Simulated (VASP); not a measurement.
**BeTe in VASP: relaxing the cell with several functionals**

Cell and atoms of BeTe, CsCl type are relaxed with PBE, PBEsol and LDA. The results are then set beside those of Ansatz 0.2.0 from the same starts. This is a trial cell built on a prototype, not taken from a measured structure, and it needn't be the compound's ground state.

The runs shown are made with VASP 6.6.1. PAW datasets, plane waves, zero pressure. The cell comes from a prototype generator: it can be a known phase or a hypothetical one. Spin polarisation is off.

## (1) The system as given

It is cubic, Pm-3m (No. 221); a = 2.991 Å in the conventional setting, 13.38 Å³ an atom. Near Be stand 8 Te at 2.59 Å; near Te stand 8 Be at 2.59 Å.

As a file:

```xyz
2
Lattice="2.9910 0.0000 0.0000 0.0000 2.9910 0.0000 0.0000 0.0000 2.9910" Properties=species:S:1:pos:R:3 pbc="T T T"
Be    0.0000    0.0000    0.0000
Te    1.4955    1.4955    1.4955
```

## (2) Relaxation with PBE

The input, INCAR:

```
ENCUT = 600.000000
SIGMA = 0.020000
EDIFF = 1.00e-07
EDIFFG = -5.00e-03
GGA = PE
PREC = Accurate
IBRION = 2
ISIF = 3
ISMEAR = -1
NBANDS = 11
NELM = 120
NSW = 40
LASPH = .TRUE.
LCHARG = .FALSE.
LWAVE = .FALSE.
LREAL = .FALSE.
```

The input, KPOINTS:

```
KPOINTS created by Atomic Simulation Environment
0
Gamma
8 8 8
0 0 0
```

The input, POSCAR:

```
Be Te
 1.0000000000000000
     2.9910196499000001    0.0000000000000000    0.0000000000000000
     0.0000000000000000    2.9910196499000001    0.0000000000000000
     0.0000000000000000    0.0000000000000000    2.9910196499000001
 Be  Te
   1   1
Cartesian
  0.0000000000000000  0.0000000000000000  0.0000000000000000
  1.4955098249500001  1.4955098249500001  1.4955098249500001
```

Potentials: the recommended PBE PAW datasets, 8 valence electrons in the neutral cell.

On the command line:

```
> mpirun -np 1 vasp_std
```

The first run moved the cell so far that it was started again from its end, on a fresh basis. The second run's POSCAR:

```
Be Te
 1.0000000000000000
     3.3573317026721736    0.0000000000000000    0.0000000000000000
     0.0000000000000000    3.3573317026721736    0.0000000000000000
    -0.0000000000000000    0.0000000000000000    3.3573317026721741
 Be  Te
   1   1
Cartesian
  0.0000000000000000  0.0000000000000000  0.0000000000000000
  1.6786658513360868  1.6786658513360868  1.6786658513360870
```

The files below are the second run's.

Printed to the terminal (iteration lines stand in OSZICAR):

```text
POSCAR found type information on POSCAR BeTe
 POSCAR found :  2 types and       2 ions
 LDA part: xc-table for (Slater+PW92), standard interpolation
 POSCAR, INCAR and KPOINTS ok, starting setup
 FFT: planning ... GRIDC
 FFT: planning ... GRID_SOFT
 FFT: planning ... GRID
 WAVECAR not read
 WARNING: random wavefunctions but no delay for mixing, default for NELMDL
 entering main loop
 curvature:   0.00 expect dE= 0.000E+00 dE for cont linesearch  0.000E+00
 search vector abs. value=  0.142E-06
 reached required accuracy - stopping structural energy minimisation
```

OSZICAR:

```text
N       E                     dE             d eps       ncg     rms          rms(c)
DAV:   1     0.220823520395E+02    0.22082E+02   -0.37302E+03   770   0.675E+02
DAV:   2    -0.424888024248E+01   -0.26331E+02   -0.25577E+02  1061   0.967E+01
DAV:   3    -0.539695190002E+01   -0.11481E+01   -0.11438E+01   971   0.206E+01
DAV:   4    -0.540724253921E+01   -0.10291E-01   -0.10289E-01   926   0.236E+00
DAV:   5    -0.540736073495E+01   -0.11820E-03   -0.11819E-03   954   0.267E-01    0.833E+00
DAV:   6    -0.540015395504E+01    0.72068E-02   -0.14491E-02   899   0.433E-01    0.512E+00
DAV:   7    -0.539953095846E+01    0.62300E-03   -0.11499E-02   899   0.521E-01    0.402E-01
DAV:   8    -0.539912812864E+01    0.40283E-03   -0.29730E-03   866   0.222E-01    0.122E-01
DAV:   9    -0.539910788900E+01    0.20240E-04   -0.35325E-04   901   0.783E-02    0.758E-02
DAV:  10    -0.539909219290E+01    0.15696E-04   -0.60151E-05   902   0.299E-02    0.564E-03
DAV:  11    -0.539909244180E+01   -0.24890E-06   -0.22729E-06   914   0.923E-03    0.682E-03
DAV:  12    -0.539909253349E+01   -0.91696E-07   -0.38669E-08   616   0.117E-03
   1 F= -.53990925E+01 E0= -.53983390E+01  d E =-.539909E+01
```

OUTCAR, selected sections:

```text
k-points           NKPTS =     35   k-points in BZ     NKDIM =     35   number of bands    NBANDS=     11

   NELECT =       8.0000    total number of electrons

   dimension x,y,z NGX =    28 NGY =   28 NGZ =   28
   dimension x,y,z NGXF=    56 NGYF=   56 NGZF=   56

  energy-cutoff  :      600.00
  volume of cell :       37.84
      direct lattice vectors                 reciprocal lattice vectors
     3.357331703  0.000000000  0.000000000     0.297855585  0.000000000  0.000000000
     0.000000000  3.357331703  0.000000000     0.000000000  0.297855585  0.000000000
     0.000000000  0.000000000  3.357331703     0.000000000  0.000000000  0.297855585

 k-points in reciprocal lattice and weights: KPOINTS created by Atomic Simulation Env
   0.00000000  0.00000000  0.00000000       0.002
   0.12500000  0.00000000  0.00000000       0.012
   0.25000000  0.00000000  0.00000000       0.012
   0.37500000  0.00000000  0.00000000       0.012
   0.50000000  0.00000000  0.00000000       0.006
   0.12500000  0.12500000  0.00000000       0.023
   0.25000000  0.12500000  0.00000000       0.047
   0.37500000  0.12500000  0.00000000       0.047
[... 27 more k-points ...]

 E-fermi :   7.9613

 k-point     1 :       0.0000    0.0000    0.0000
  band No.  band energies     occupation
      1      -6.1268      2.00000
      2       6.7009      2.00000
      3       6.7009      2.00000
      4       6.7009      2.00000
      5       8.5501      0.00000
      6      11.9952      0.00000
      7      11.9952      0.00000
      8      16.1212      0.00000
      9      16.1212      0.00000
     10      16.1212      0.00000
     11      22.1117      0.00000

 k-point     2 :       0.1250    0.0000    0.0000
  band No.  band energies     occupation
      1      -5.9610      2.00000
      2       5.0570      2.00000
      3       6.8935      2.00000
      4       6.8935      2.00000
      5       9.2292      0.00000
      6      12.1771      0.00000
      7      13.4483      0.00000
      8      15.4900      0.00000
      9      15.4900      0.00000
     10      15.5986      0.00000
     11      21.2900      0.00000

 k-point     3 :       0.2500    0.0000    0.0000
  band No.  band energies     occupation
      1      -5.4948      2.00000
      2       2.7979      2.00000
      3       7.4479      2.00000
      4       7.4479      2.00000
      5       9.8183      0.00000
      6      12.7187      0.00000
      7      14.0045      0.00000
      8      14.0045      0.00000
      9      14.4396      0.00000
     10      16.5760      0.00000
     11      18.8813      0.00000

 k-point     4 :       0.3750    0.0000    0.0000
  band No.  band energies     occupation
      1      -4.8737      2.00000
      2       1.0106      2.00000
      3       8.2494      0.00000
      4       8.2494      0.00000
      5      10.4199      0.00000
      6      12.4304      0.00000
      7      12.4304      0.00000
      8      13.2458      0.00000
      9      13.5899      0.00000
     10      16.8807      0.00000
     11      20.1199      0.00000

 k-point     5 :       0.5000    0.0000    0.0000
  band No.  band energies     occupation
      1      -4.5282      2.00000
      2       0.2666      2.00000
      3       8.7771      0.00000
      4       8.7771      0.00000
      5      10.8155      0.00000
      6      11.6184      0.00000
      7      11.6184      0.00000
      8      12.6228      0.00000
      9      14.3793      0.00000
     10      15.7139      0.00000
     11      22.6594      0.00000

 k-point     6 :       0.1250    0.1250    0.0000
  band No.  band energies     occupation
      1      -5.7948      2.00000
      2       5.0764      2.00000
      3       5.4288      2.00000
      4       7.0839      2.00000
      5      10.0069      0.00000
      6      13.1465      0.00000
      7      13.9979      0.00000
      8      14.2018      0.00000
      9      15.0974      0.00000
     10      15.8029      0.00000
     11      20.3350      0.00000

[... the tables of k-points 7 to 35 left out ...]

  Total       -0.0013980     -0.0013980     -0.0013980     -0.0000000      0.0000000     -0.0000000
  in kB       -0.0591886     -0.0591886     -0.0591886     -0.0000000      0.0000000     -0.0000000
  external PRESSURE =      -0.0591886 kB  Pullay stress =       0.0000000 kB

 POSITION                                       TOTAL-FORCE (eV/Angst)
 -----------------------------------------------------------------------------------
      0.00000      0.00000      0.00000         0.000000      0.000000      0.000000
      1.67867      1.67867      1.67867         0.000000      0.000000      0.000000
 -----------------------------------------------------------------------------------
    total drift:                               -0.000000      0.000000      0.000000

  FREE ENERGIE OF THE ION-ELECTRON SYSTEM (eV)
  ---------------------------------------------------
  free  energy   TOTEN  =        -5.3990925335 eV

  energy  without entropy=       -5.3975853825  energy(sigma->0) =       -5.39833896
```

CONTCAR

```
Be Te
   1.00000000000000
     3.3573317026721736    0.0000000000000000    0.0000000000000000
     0.0000000000000000    3.3573317026721736    0.0000000000000000
     0.0000000000000000    0.0000000000000000    3.3573317026721741
  Be              Te
     1     1
Direct
     0.0000000000000000    0.0000000000000000    0.0000000000000000
     0.5000000000000000    0.5000000000000000    0.5000000000000000

  0.00000000E+00  0.00000000E+00  0.00000000E+00
  0.00000000E+00  0.00000000E+00  0.00000000E+00
```

Hardware: 1 MPI rank of Intel Xeon Platinum 8488C, shared host.

|  | before | after | change |
| --- | --- | --- | --- |
| a (Å) | 2.991 | 3.357 | +12.25 % |
| volume (Å³/atom) | 13.379 | 18.921 | +41.42 % |
| shortest distance (Å) | 2.590 | 2.908 | +12.25 % |
| space group | Pm-3m | Pm-3m | same |

## (3) Relaxation with PBEsol

This run has another start. The cell comes from an earlier relaxation with PBE in another program.

Edit INCAR of step 2 so:

```diff
@@ -4,3 +4,3 @@
 EDIFFG = -5.00e-03
-GGA = PE
+GGA = PS
 PREC = Accurate
```

KPOINTS is that of step 2.

The input, POSCAR:

```
Be Te
 1.0000000000000000
     3.3564374215858606    0.0000000000000000    0.0000000000000000
     0.0000000000000000    3.3564374215858606    0.0000000000000000
     0.0000000000000000    0.0000000000000000    3.3564374215858606
 Be  Te
   1   1
Cartesian
 -0.0000000000000000  0.0000000000000000  0.0000000000000000
  1.6782187107929301  1.6782187107929301  1.6782187107929301
```

On the command line:

```
> mpirun -np 1 vasp_std
```

The first run moved the cell so far that it was started again from its end, on a fresh basis. The second run's POSCAR:

```
Be Te
 1.0000000000000000
     3.3212563117271778    0.0000000000000000    0.0000000000000000
    -0.0000000000000000    3.3212563117271778   -0.0000000000000000
    -0.0000000000000000    0.0000000000000000    3.3212563117271778
 Be  Te
   1   1
Cartesian
  0.0000000000000000  0.0000000000000000  0.0000000000000000
  1.6606281558635889  1.6606281558635889  1.6606281558635889
```

The files below are the second run's.

Printed to the terminal (iteration lines stand in OSZICAR):

```text
POSCAR found type information on POSCAR BeTe
 POSCAR found :  2 types and       2 ions
 -----------------------------------------------------------------------------
|                                                                             |
|                                                                             |
|     You enforced a specific xc type in the INCAR file but a different       |
|     I HOPE YOU KNOW WHAT YOU ARE DOING!                                     |
|                                                                             |
 -----------------------------------------------------------------------------

 LDA part: xc-table for (Slater+PW92), standard interpolation
 POSCAR, INCAR and KPOINTS ok, starting setup
 FFT: planning ... GRIDC
 FFT: planning ... GRID_SOFT
 FFT: planning ... GRID
 WAVECAR not read
 WARNING: random wavefunctions but no delay for mixing, default for NELMDL
 entering main loop
 curvature:   0.00 expect dE= 0.000E+00 dE for cont linesearch  0.000E+00
 search vector abs. value=  0.881E-07
 reached required accuracy - stopping structural energy minimisation
```

OSZICAR:

```text
N       E                     dE             d eps       ncg     rms          rms(c)
DAV:   1     0.194058152889E+02    0.19406E+02   -0.35986E+03   770   0.672E+02
DAV:   2    -0.517086166334E+01   -0.24577E+02   -0.23874E+02  1015   0.990E+01
DAV:   3    -0.617273174835E+01   -0.10019E+01   -0.99795E+00   970   0.198E+01
DAV:   4    -0.618115548908E+01   -0.84237E-02   -0.84221E-02   950   0.216E+00
DAV:   5    -0.618127643441E+01   -0.12095E-03   -0.12094E-03   922   0.276E-01    0.899E+00
DAV:   6    -0.617203813499E+01    0.92383E-02   -0.10283E-02   926   0.375E-01    0.552E+00
DAV:   7    -0.616890867701E+01    0.31295E-02   -0.91592E-03   896   0.456E-01    0.341E-01
DAV:   8    -0.616864903416E+01    0.25964E-03   -0.13433E-03   887   0.153E-01    0.115E-01
DAV:   9    -0.616864690220E+01    0.21320E-05   -0.43847E-05   962   0.408E-02    0.330E-02
DAV:  10    -0.616864616249E+01    0.73971E-06   -0.48355E-07   952   0.510E-03    0.275E-03
DAV:  11    -0.616864598005E+01    0.18243E-06   -0.58842E-08   622   0.109E-03    0.227E-03
DAV:  12    -0.616864599271E+01   -0.12653E-07   -0.12497E-08   574   0.597E-04
   1 F= -.61686460E+01 E0= -.61680994E+01  d E =-.616865E+01
```

Parts of OUTCAR:

```text
k-points           NKPTS =     35   k-points in BZ     NKDIM =     35   number of bands    NBANDS=     11

   NELECT =       8.0000    total number of electrons

   dimension x,y,z NGX =    28 NGY =   28 NGZ =   28
   dimension x,y,z NGXF=    56 NGYF=   56 NGZF=   56

  energy-cutoff  :      600.00
  volume of cell :       36.64
      direct lattice vectors                 reciprocal lattice vectors
     3.321256312  0.000000000  0.000000000     0.301090884  0.000000000  0.000000000
     0.000000000  3.321256312  0.000000000     0.000000000  0.301090884  0.000000000
     0.000000000  0.000000000  3.321256312     0.000000000  0.000000000  0.301090884

 k-points in reciprocal lattice and weights: KPOINTS created by Atomic Simulation Env
   0.00000000  0.00000000  0.00000000       0.002
   0.12500000  0.00000000  0.00000000       0.012
   0.25000000  0.00000000  0.00000000       0.012
   0.37500000  0.00000000  0.00000000       0.012
   0.50000000  0.00000000  0.00000000       0.006
   0.12500000  0.12500000  0.00000000       0.023
   0.25000000  0.12500000  0.00000000       0.047
   0.37500000  0.12500000  0.00000000       0.047
[... 27 more k-points ...]

 E-fermi :   8.2914

 k-point     1 :       0.0000    0.0000    0.0000
  band No.  band energies     occupation
      1      -6.0857      2.00000
      2       6.9784      2.00000
      3       6.9784      2.00000
      4       6.9784      2.00000
      5       9.0969      0.00000
      6      12.2241      0.00000
      7      12.2241      0.00000
      8      16.7358      0.00000
      9      16.7358      0.00000
     10      16.7358      0.00000
     11      22.6641      0.00000

 k-point     2 :       0.1250    0.0000    0.0000
  band No.  band energies     occupation
      1      -5.9134      2.00000
      2       5.3055      2.00000
      3       7.1783      2.00000
      4       7.1783      2.00000
      5       9.7352      0.00000
      6      12.4096      0.00000
      7      13.7501      0.00000
      8      16.0636      0.00000
      9      16.0636      0.00000
     10      16.1948      0.00000
     11      21.6836      0.00000

 k-point     3 :       0.2500    0.0000    0.0000
  band No.  band energies     occupation
      1      -5.4271      2.00000
      2       2.9730      2.00000
      3       7.7547      2.00000
      4       7.7547      2.00000
      5      10.2961      0.00000
      6      12.9622      0.00000
      7      14.4961      0.00000
      8      14.4961      0.00000
      9      15.0005      0.00000
     10      16.9937      0.00000
     11      19.2280      0.00000

 k-point     4 :       0.3750    0.0000    0.0000
  band No.  band energies     occupation
      1      -4.7730      2.00000
      2       1.1181      2.00000
      3       8.5933      0.00000
      4       8.5933      0.00000
      5      10.8837      0.00000
      6      12.8452      0.00000
      7      12.8452      0.00000
      8      13.7886      0.00000
      9      13.8536      0.00000
     10      17.1842      0.00000
     11      20.6375      0.00000

 k-point     5 :       0.5000    0.0000    0.0000
  band No.  band energies     occupation
      1      -4.4040      2.00000
      2       0.3389      2.00000
      3       9.1539      0.00000
      4       9.1539      0.00000
      5      11.2682      0.00000
      6      11.9873      0.00000
      7      11.9873      0.00000
      8      13.1661      0.00000
      9      14.6730      0.00000
     10      15.9798      0.00000
     11      23.2691      0.00000

 k-point     6 :       0.1250    0.1250    0.0000
  band No.  band energies     occupation
      1      -5.7405      2.00000
      2       5.3621      2.00000
      3       5.6411      2.00000
      4       7.3760      2.00000
      5      10.4902      0.00000
      6      13.4464      0.00000
      7      14.3049      0.00000
      8      14.7233      0.00000
      9      15.6535      0.00000
     10      16.3874      0.00000
     11      20.7827      0.00000

[... the tables of k-points 7 to 35 left out ...]

  Total        0.0011025      0.0011025      0.0011025      0.0000000      0.0000000     -0.0000000
  in kB        0.0482152      0.0482152      0.0482152      0.0000000      0.0000000     -0.0000000
  external PRESSURE =       0.0482152 kB  Pullay stress =       0.0000000 kB

 POSITION                                       TOTAL-FORCE (eV/Angst)
 -----------------------------------------------------------------------------------
      0.00000      0.00000      0.00000         0.000000      0.000000      0.000000
      1.66063      1.66063      1.66063         0.000000      0.000000      0.000000
 -----------------------------------------------------------------------------------
    total drift:                               -0.000000      0.000000      0.000000

  FREE ENERGIE OF THE ION-ELECTRON SYSTEM (eV)
  ---------------------------------------------------
  free  energy   TOTEN  =        -6.1686459927 eV

  energy  without entropy=       -6.1675528468  energy(sigma->0) =       -6.16809942
```

CONTCAR

```
Be Te
   1.00000000000000
     3.3212563117271778    0.0000000000000000    0.0000000000000000
     0.0000000000000000    3.3212563117271778    0.0000000000000000
     0.0000000000000000    0.0000000000000000    3.3212563117271778
  Be              Te
     1     1
Direct
     0.0000000000000000    0.0000000000000000    0.0000000000000000
     0.5000000000000000    0.5000000000000000    0.5000000000000000

  0.00000000E+00  0.00000000E+00  0.00000000E+00
  0.00000000E+00  0.00000000E+00  0.00000000E+00
```

Hardware: 1 MPI rank of Intel Xeon Platinum 8488C, shared host.

|  | before | after | change |
| --- | --- | --- | --- |
| a (Å) | 3.356 | 3.321 | -1.05 % |
| volume (Å³/atom) | 18.906 | 18.318 | -3.11 % |
| shortest distance (Å) | 2.907 | 2.876 | -1.05 % |
| space group | Pm-3m | Pm-3m | same |

(Part 1 of 2 ends here.)
